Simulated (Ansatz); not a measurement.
# NiO2 in Ansatz: the effect of functional

NiO2:

```xyz
3
Lattice="2.7416 0.0000 0.0000 -1.3708 2.3743 0.0000 0.0000 0.0000 4.5240" Properties=species:S:1:pos:R:3 pbc="T T T"
Ni    0.0000    0.0000    2.2620
O     0.0000    1.5829    1.3299
O     1.3708    0.7914    3.1941
```

The cell comes from a database or a generator and needn't be the stable form of this composition.

The cell isn't the ideal one: volume scaled by 0.94.

Alike in all runs:

| Item | Value |
| --- | --- |
| Program | Ansatz 0.2.0 |
| Task | single point |
| Potentials or basis | Ansatz PAW |
| k mesh | 11 × 11 × 6 |
| Occupations | fermi-dirac, width 0.05 eV |
| Spin | collinear spin, ferromagnetic start |
| Starting moments | [1.0, 0.0, 0.0] μB |

Task: One run gave: gap on the mesh 0.88 eV; pressure 1.0 GPa; largest force 0.02 eV/Å. Which functional did it use?
A. LDA
B. PBEsol
C. r2SCAN

Result: A.

```csv
functional,cutoff,gap on the mesh (eV),pressure (GPa),largest force (eV/Å)
LDA,420 eV (not typed: the program's choice for these potentials),0.88,1.0,0.02
PBEsol,420 eV (not typed: the program's choice for these potentials),0.96,8.5,0.40
r2SCAN,500 eV (not typed: the program's choice for these potentials),1.47,8.0,0.47
```

Caveats: odd divisions of the mesh miss points on the zone boundary, where band edges often lie, so the gap on the mesh can be too wide; the PAW data sets come from PBE, with cores solved anew for the run's functional, which leaves a small shift of forces and pressure; the starting moments weren't kept; the magnetic or orbital state may not be the lowest (some runs).

A k mesh can miss the band edges.

Runs at the PBE level aren't shown here.
